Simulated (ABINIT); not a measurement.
Pd:

```
Pd
1.0
     2.78367    0.00000    0.00000
    -1.39183    2.41072    0.00000
     0.00000    0.00000    4.62889
Pd
2
Direct
  0.33333 0.66667 0.25000
  0.66667 0.33333 0.75000
```

This isn't the form of Pd at room conditions, which is fcc.

Base run:

* Program: ABINIT 10.8.3 (patched build)
* Functional: RPBE
* Potentials or basis: JTH PAW PBE v2.0
* Cutoff: 707 eV
* k mesh: 11 × 11 × 6
* Occupations: fermi-dirac, width 0.05 eV
* Spin: no spin polarisation

Its results: band gap on the k mesh none (metal or under the smearing width); pressure 2.6 GPa.

**Question.** After a change of settings the same cell gave: band gap on the k mesh none (metal or under the smearing width); pressure 8.4 GPa. Which change was it?
A. functional from RPBE to PBEsol
B. functional from RPBE to LDA
C. functional from RPBE to BLYP
D. functional from RPBE to revPBE

**Answer.** C.

Caveats: the PAW data sets were made with another functional, which shifts forces and pressure a little.

Runs at the PBE level aren't shown here.
